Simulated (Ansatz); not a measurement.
Ansatz input

```yaml
crystal:
  lattice:
    - [2.950150243, 0.0, 0.0]
    - [0.0, 2.950150243, 0.0]
    - [0.0, 0.0, 2.950150243]
  atoms:
    - { symbol: Mn, position: [0.0, 0.0, 0.0], spin: 2.479 }
    - { symbol: Mn, position: [0.5, 0.5, 0.5], spin: -2.479 }
hamiltonian:
  xc: blyp
  pseudopotentials:
    kind: paw
    azcp:
      Mn: "pseudopotentials/Mn.paw.azcp"
basis:
  ecutwfc: 420
  fft_grid_basis: typed
kpoints:
  mp_grid: { grid: [17, 17, 17], shift: [0, 0, 0] }
magnetization:
  spin_polarized: true
scf:
  occupations: { method: fermi_dirac, width: 0.05 }
output:
  write_density: true
  write_potential: true
  elf: true
  volumetric_format: npy
```

Terminal output

```
Engine: ansatz 0.2.0, aarch64-unknown-linux-gnu
Pseudopotentials: kind: paw
Pseudopotential: Mn, paw, valence charge 15, recommended cutoff 420 eV (normal) 
Functional definition: BLYP
  parameter beta = 0.0042
  parameter a = 0.04918
  parameter b = 0.132
  parameter c = 0.2533
  parameter d = 0.349
  exchange = b88_x(beta = beta)
  correlation = lyp_c(a = a, b = b, c = c, d = d)
Crystal: 2 atoms, lattice volume = 25.676 Å³
Basis set: ecut = 420 eV, 485 PW (Γ), exchange–correlation on 40×40×40 points (8 copies of the dense FFT grid, shifted against one another)
Bands: 22, of which v1, the nominal top of the filled ones, is band 15 counted from 1 (14 counted from 0)
Symmetry: 48 space group operations
Space group: Pm-3m (ITA 221), of the structure as read, at distance tolerance 3.0e-5 Å
Magnetic group: BNS 221.97 (UNI 1599), of the structure as read, at distance tolerance 3.0e-5 Å
k-points: 165 of 4913
Non-local potential: Mn, projectors of the file, l = 0: 3, l = 1: 2, l = 2: 3, l = 3: 1
PAW form: soft (Blöchl's): semilocal exchange-correlation on the pseudo side does not see the compensation charge
PAW frozen core: Mn, regenerated for the run's functional, and the local potential with it (the file was generated under x = pbe(κ = 0.804, μ = 0.2195149727645171), c = pbe(β = 0.06672455060314922))
PAW one-centre angular grid: Mn, 590 points (default); XC on 64 Gauss nodes
Initial density: superposition of atomic densities (chi_scale 0.1, normalization cell)
Starting moments: Σ|m| = 4.958 μB on 2 of 2 sites
Starting magnetic order: antiferromagnet; a translation exchanges its spin sublattices: spin-degenerate at every k-point
Initial wavefunctions: pseudopotential atomic-orbital guess
Functional: x = b88, c = lyp
SCF iter   1: F=—  HF=-7812.874071 eV  |F-HF|=—  |Δ(HF+E_count)|=         —  Δρ=1.70e-1 (↑1.70e-1 ↓1.70e-1)  dr2=2.94e0  dr2_m=5.81e0  M=0.000 μB ∫|m|=1.651 μB  β_m=0.30  ethr=3.10e-3  ⟨swp⟩=3.8  Hψ=12884  notcnv=0
Mixer restart at iter 1: flushing history
...
WARN: an SCF from ferromagnetic starting moments (-2.54, -2.54 Bohr magnetons, atom by atom) was not made, by what the run has read of turns of its moments that order reads lower: the deck asks for what bars it, or types moments that do (magnetization.spin_polarized, in the input reference, names some of the keys), or the run goes by scf.lower_state_search: light, the default, which as a rule tries one only behind a close that has lost an order of both signs, or on which an open d or half-filled 4f shell of a PAW file has lost a moment that was set nearer to Hund's than to what is left; or, under a Hubbard U, one that names an f shell that the input leaves bare beside given moments, or a larger moment for a shell of low spin that is given one. standard, with a start from the atoms, tries one behind each close (in a relaxation, ahead of its steps or at their end). To set out from that order, type those moments (crystal.atoms[].spin; where shells were raised to Hund's moment, beside crystal.symmetry.detect: false) under scf.lower_state_search: light. The bands of the close that named these starting moments, or of the one ahead of a search that led to it (under cold or Methfessel-Paxton smearing those of the Gaussian ahead of it) read a cost of -388.42 meV for the turn to them, carried on from a small turn (-388.42 by the pairs of d shells alone)
SCF converged after 2 iterations
Magnetization: -1.9941 μB (14.0030 up, 15.9970 down)
Absolute magnetization: 3.9954 μB (∫|ρ↑−ρ↓|, with the PAW one-centre terms)
Spin contamination: 0.8795 ħ² per cell (⟨S²⟩ above its minimum at these occupations)
Per-site moments (μB) at R_I (Å): [(0.9099109951311968, 1.0538983353602693), (-2.8822990237265875, 1.0538983353602693)]
Free energy (F): -7811.853137 eV
Harris-Foulkes:  -7811.853137 eV  (|F-HF|=3.01e-8)
Internal energy: -7811.825258 eV  (E = F + TS)
E sigma→0 (E₀):  -7811.839198 eV
Entropy (-TS):   -0.027880 eV (-13.940 meV/atom)
Fermi energy:    17.279383 eV
--- Per-component energies (eV) ---
  E_band       = -404.155882
  E_kinetic    = 608.836627
  E_local      = -3511.330194  (includes V_loc(G=0)·N_el)
  E_nonlocal   = 480.131088
  E_hartree    = 1448.592710
  E_xc         = -224.071793
  E_vxc        = -286.180119  (∫ρ·V_xc dr)
  E_paw        = -2617.321793  (= ΣΔE_a)
  E_vpaw       = -592.798713  (= ΣTr[D̂ρ^β])
  E_aug_tail   = -0.000020  (compensation charges beyond the density's cutoff)
  E_ewald      = -3996.686648
  E_core_change = 0.024765  (= ΣΔE_core)
  E_smearing   = -0.027880  (= −TS)
  E_closure    = 0.000000  (closes the sum)
  Σ components = -7811.853137   (vs F -7811.853137, Δ=0.00e0)
--- Band table (eV; the first three rows and the last of 330) ---
  k-point 0 ↑: bands = ["-62.2170", "-60.1157", "-31.0285", "-31.0285", "-31.0285", "-28.9755", "-28.9755", "-28.9755", "9.5655", "13.9685", "13.9685", "16.1222", "16.1222", "16.1222", "18.4860", "18.4860", "19.3118", "19.3118", "19.3118", "26.5241", "26.5241", "26.5241"]
  k-point 1 ↑: bands = ["-62.2167", "-60.1155", "-31.0304", "-31.0279", "-31.0279", "-28.9786", "-28.9758", "-28.9758", "9.6331", "13.9961", "13.9996", "16.1155", "16.1155", "16.1385", "18.4490", "18.4996", "19.2395", "19.2395", "19.2926", "26.1344", "26.6710", "26.6710"]
  k-point 2 ↑: bands = ["-62.2159", "-60.1152", "-31.0359", "-31.0262", "-31.0262", "-28.9873", "-28.9765", "-28.9765", "9.8341", "14.0733", "14.0920", "16.0969", "16.0969", "16.1863", "18.3397", "18.5378", "19.0425", "19.0425", "19.2365", "25.1859", "27.0914", "27.0914"]
  k-point 164 ↓: bands = ["-63.2749", "-61.2587", "-32.1261", "-32.1256", "-32.1256", "-30.1560", "-30.1560", "-30.1554", "14.0607", "14.0903", "14.0903", "15.3137", "15.3137", "15.3214", "16.4237", "16.4237", "18.1238", "18.1238", "24.5434", "25.2025", "25.2025", "26.2653"]
```
